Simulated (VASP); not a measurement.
Set up this calculation in VASP 6.6.1, as the native input.

| Quantity | Value |
| --- | --- |
| Task | single point |
| Functional | PBE |
| Dispersion | D3(BJ) |
| Potentials or basis | VASP PAW PBE potentials, release 64 (O, H, C) |
| Cutoff | 520 eV |
| k mesh | 1 × 1 × 1 |
| Occupations | fermi-dirac, width 0.02 eV |
| Spin | no spin polarisation |
| Dipole correction | no |
| Further INCAR settings | LREAL = Auto; ALGO = Normal; EDIFF = 1e-06; NBANDS = 70 |

The structure of H20CO12 lies in POSCAR:

```
H20CO12
1.0
    7.3839930000      0.0000000000      0.0000000000
    0.0000000000      7.3839930000      0.0000000000
    0.0000000000      0.0000000000      7.3839930000
O H C
12 20 1
Direct
    0.7685001868      0.5529393107      0.0195558149
    0.5548082183      0.7368235587      0.6186083871
    0.0965873072      0.3625545149      0.4300112419
    0.2707749046      0.3724813932      1.1056754794
    0.4080583500      0.7183240829     -0.0195693577
    0.9508405547      0.6175249624      0.6551739689
   -0.1532233305      0.1062162437      0.3762192082
    0.6585054997      0.2420099802      0.0984155863
    0.4230366957      0.4011515179      0.6157508546
    0.6742016142      0.0959507952      0.7129069597
    0.2704769628      0.7416041700      0.3315685700
    0.0372020938      0.8459785918      0.1422130276
    0.8586682030      0.5687573106     -0.0687297510
    0.6624735424      0.6071376287     -0.0330444517
    0.4879880032      0.6197188973      0.6071105430
    0.5099273523      0.8119455151      0.5157507598
    0.1451382741      0.4024245418      0.3153578288
    0.0374323215      0.2445966566      0.4149922677
    0.2080852460      0.3380014038      0.9837631211
    0.3970615898      0.3401411675      1.1053369092
    0.3750138983      0.7345889954     -0.1464654693
    0.3179445051      0.6170509642      0.0120801848
    0.8260842067      0.6314063407      0.6147351440
    1.0110383366      0.5242014720      0.5782914475
   -0.0952601120     -0.0032638167      0.3327603371
   -0.2332071550      0.1489573460      0.2739574645
    0.7299302694      0.3532912342      0.0648158794
    0.6831804960      0.1562569195      0.0081392277
    0.2999731988      0.3806477065      0.5862952470
    0.5040091452      0.2923215122      0.6190959282
    0.6300520599     -0.0271127018      0.7320294047
    0.7681480738      0.0625542305      0.6113629848
    0.1583289692      0.8011925255      0.2436215744
```

The cell was built by a generator and needn't be a form met in nature.

These files were run (other wordings do the same):

INCAR

```
SYSTEM = H20CO12
PREC     = Accurate       ! precision mode
ENCUT    = 520            ! plane-wave cutoff, eV
EDIFF    = 1E-6           ! SCF threshold, eV
ISMEAR   = -1             ! smearing method
SIGMA    = 0.02           ! smearing width, eV
LREAL    = Auto         
LASPH    = .True.         ! aspherical terms in the spheres
NELM     = 60             ! most SCF steps
ALGO     = Normal         ! electronic algorithm
ISIF     = 2              ! what is computed and relaxed
LWAVE    = .False.        ! write WAVECAR
LCHARG   = .False.        ! write CHGCAR
GGA      = PE             ! functional
IVDW     = 12             ! dispersion correction
NBANDS   = 70             ! bands
```

KPOINTS

```
Automatic mesh
0
Gamma
  1 1 1
  0 0 0
```

Potentials or basis: VASP PAW PBE potentials, release 64 (O, H, C).

Run with:

```sh
$ cat potpaw_PBE.64/O/POTCAR potpaw_PBE.64/H/POTCAR potpaw_PBE.64/C/POTCAR > POTCAR
$ mpirun -np 1 vasp_gam > vasp.out
```

Results of the run:

```json
{"Pressure": "0.1 GPa", "Largest force": "5.953 eV/Å", "Band gap on the k mesh": "4.34 eV, direct", "Dispersion energy per atom": "-0.031 eV"}
```

Caveat: the standard files for N, O and F lose accuracy on very short bonds.

Run time: 63 s on 1 thread of Intel(R) Xeon(R) Platinum 8259CL CPU @ 2.50GHz (Skylake/Cascade Lake) (shared host), peak memory 0.38 GiB.
